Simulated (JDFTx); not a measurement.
**Ca: relaxation of cell and atoms with PBE**

The system is Ca.

```xyz
1
Lattice="0.0000 2.7942 2.7942 2.7942 0.0000 2.7942 2.7942 2.7942 0.0000" Properties=species:S:1:pos:R:3 pbc="T T T"
Ca    0.0000    0.0000    0.0000
```

* Program: JDFTx 1.7.0 (patched build)
* Task: relaxation of cell and atoms
* Functional: PBE
* Potentials or basis: PseudoDojo-SR-PBE-0.5-standard with smoothed tails
* Cutoff: 925 eV
* Density cutoff: 3701 eV
* k mesh: 8 × 8 × 8
* Occupations: fermi-dirac, width 0.05 eV
* Spin: no spin polarisation
* Local potential set to -Z/r beyond: 6 bohr
* Bands: 10
* Density cutoff over wavefunction cutoff: 4
* Max SCF steps: 100
* SCF threshold on the energy: 1e-09 Ha
* Solver of the electrons: scf
* Further solve for the empty bands: no

| Quantity | Value |
| --- | --- |
| Relaxed volume | 42.12 Å³/atom |
| Relaxed cell | a = 3.905 Å, b = 3.905 Å, c = 3.905 Å, α = 60.00°, β = 60.00°, γ = 60.00° |
| Space group after relaxing (to 0.05 Å) | Fm-3m (No. 225) |
| Energy gained by relaxing | 2.8 meV/atom |
| Ionic steps | 5 |
| Pressure after relaxing | 0.0 GPa |
| Band gap on the k mesh | none (metal or under the smearing width) |

The path:
| step | energy change (eV) | largest force (eV/Å) | pressure (GPa) | volume (Å³) |
| --- | --- | --- | --- | --- |
| 1 | 0.0000 | 0.0000 | -0.58 | 43.63 |
| 2 | -0.0009 | 0.0000 | -0.49 | 43.37 |
| 3 | -0.0028 | 0.0000 | 0.01 | 42.09 |
| 4 | -0.0028 | 0.0000 | 0.01 | 42.12 |
| 5 | -0.0028 | 0.0000 | 0.00 | 42.12 |

Final structure:
```cif
data_structure
_symmetry_space_group_name_H-M 'P 1'
_symmetry_Int_Tables_number 1
_cell_length_a 3.9054
_cell_length_b 3.9054
_cell_length_c 3.9054
_cell_angle_alpha 60.000
_cell_angle_beta 60.000
_cell_angle_gamma 60.000
_cell_volume 42.12
loop_
_atom_site_label
_atom_site_type_symbol
_atom_site_fract_x
_atom_site_fract_y
_atom_site_fract_z
_atom_site_occupancy
Ca1 Ca 0.00000 0.00000 0.00000 1
```

Levels at points of the mesh, in eV from the Fermi level:
```csv
k point,band 3,band 4,band 5,band 6,band 7,band 8
"(0.00, 0.00, 0.00)",-22.90,-22.90,-3.98,2.38,2.38,2.38
"(0.00, 0.00, 0.50)",-22.92,-22.92,-0.94,-0.12,2.26,2.26
"(0.00, 0.50, 0.50)",-22.95,-22.95,-0.41,0.62,1.01,4.13
```

Wall time 120 s on 1 thread of Intel(R) Xeon(R) Platinum 8488C (Sapphire Rapids), with other jobs on the host, peak memory 0.08 GiB.
